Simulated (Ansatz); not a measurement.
## Band structure of ZnSe

```
CELL_PARAMETERS angstrom
0.00000 2.68362 2.68362
2.68362 0.00000 2.68362
2.68362 2.68362 0.00000
ATOMIC_POSITIONS crystal
Zn 0.00000 0.00000 0.00000
Se 0.50000 0.50000 0.50000
```

Atoms are numbered in the order listed.

The cell was built from the rocksalt type and relaxed in the same program, and has space group Fm-3m; it needn't be a known or the stable phase.

Computed with Ansatz 0.2.0, DFT, PBE, all-electron LAPW, scalar-relativistic.

The runs use a Γ-centred 13×13×13 k mesh, Fermi–Dirac smearing of 0.08 eV, basis error target 0.5 meV/atom, no spin polarisation.

Points in fractions of the reciprocal vectors of this cell: Γ (0, 0, 0), X (0.5, 0, 0.5), U (0.625, 0.25, 0.625), K (0.375, 0.375, 0.75), L (0.5, 0.5, 0.5), W (0.5, 0.25, 0.75). The path joins them by straight lines in the order Γ–X–U–K–Γ–L–W–X; legs that retrace an earlier one aren't tabulated. Energies are in eV from the Fermi level.

Problem. Metal or insulator at this level of theory?

Solution. No gap opens: metallic or semimetallic.

Problem. Tabulate bands 18 to 25, counted from the lowest band of the run, along the path.

Solution. 
```tsv
k (1/Å)	point	band 18	band 19	band 20	band 21	band 22	band 23	band 24	band 25
0.00	Γ	-6.56	-6.56	-0.46	-0.46	-0.46	0.71	8.60	8.60
0.29		-6.55	-6.55	-1.93	-0.79	-0.79	2.65	6.74	7.45
0.59		-6.51	-6.51	-3.20	-1.50	-1.50	2.18	6.11	6.78
0.88		-6.44	-6.44	-4.19	-2.15	-2.15	-0.15	5.28	9.82
1.17	X	-6.41	-6.12	-4.97	-2.41	-2.41	-1.00	5.00	11.19
1.27		-6.41	-6.13	-4.92	-2.74	-2.36	-0.66	5.13	10.85
1.38		-6.42	-6.16	-4.79	-3.33	-2.21	-0.05	5.49	10.10
1.48		-6.42	-6.21	-4.59	-3.89	-1.99	0.57	6.04	9.22
1.58	U	-6.43	-6.28	-4.33	-4.32	-1.69	1.16	6.63	8.36
1.76		-6.43	-6.31	-4.62	-3.84	-2.06	2.07	6.43	7.70
1.94		-6.42	-6.31	-4.71	-3.39	-2.58	3.01	5.49	8.28
2.12		-6.43	-6.31	-4.62	-3.84	-2.06	2.07	6.43	7.70
2.30	K	-6.43	-6.28	-4.33	-4.32	-1.69	1.16	6.63	8.36
2.61		-6.46	-6.41	-4.77	-3.23	-0.61	2.86	6.27	6.29
2.92		-6.51	-6.47	-4.08	-1.93	0.04	4.55	4.89	5.85
3.23		-6.54	-6.53	-2.36	-0.86	-0.22	2.60	7.33	7.49
3.54	Γ	-6.56	-6.56	-0.46	-0.46	-0.46	0.71	8.60	8.60
3.80		-6.54	-6.54	-2.07	-0.43	-0.43	2.13	7.54	8.08
4.05		-6.51	-6.51	-3.94	-0.32	-0.32	3.26	6.52	6.52
4.30		-6.47	-6.47	-5.22	-0.19	-0.19	3.39	5.41	5.41
4.56	L	-6.45	-6.45	-5.60	-0.12	-0.12	3.31	5.00	5.00
4.76		-6.45	-6.45	-5.54	-0.97	-0.43	3.94	4.00	5.58
4.97		-6.44	-6.43	-5.28	-2.32	-1.34	3.20	4.79	7.24
5.18		-6.42	-6.31	-4.71	-3.39	-2.58	3.01	5.49	8.28
5.38	W	-6.41	-6.21	-3.82	-3.82	-3.73	3.00	5.89	8.10
5.53		-6.41	-6.20	-4.27	-3.63	-3.34	2.19	6.82	6.92
5.68		-6.41	-6.17	-4.63	-3.32	-2.88	0.86	5.93	8.53
5.82		-6.41	-6.14	-4.88	-2.81	-2.54	-0.35	5.25	10.26
5.97	X	-6.41	-6.12	-4.97	-2.41	-2.41	-1.00	5.00	11.19
```
